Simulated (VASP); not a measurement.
Crystal: SiO2.

```
Si O
1.0
     4.19226    0.00000    0.00000
     0.00000    4.19226    0.00000
     0.00000    0.00000    2.68252
Si O
2 4
Cartesian
  0.0000 0.0000 0.0000
  2.0961 2.0961 1.3413
  1.2822 1.2822 0.0000
  0.8140 3.3783 1.3413
  2.9101 2.9101 2.6825
  3.3783 0.8140 1.3413
```

Base run:

```yaml
Program: VASP 6.6.1
Functional: TB-mBJ
Potentials_or_basis: VASP PAW PBE potentials, release 64 (Si, O)
Cutoff: 520 eV
k_mesh: 6 × 6 × 8
Occupations: gaussian, width 0.02 eV
Spin: no spin polarisation
```

Its results: band gap on the k mesh 6.83 eV, direct.

Problem. The run is repeated on the same cell with these changes: functional from TB-mBJ to r2SCAN. What comes out?

Solution. Band gap on the k mesh 6.33 eV, direct.

Not every run made on this cell is shown here.
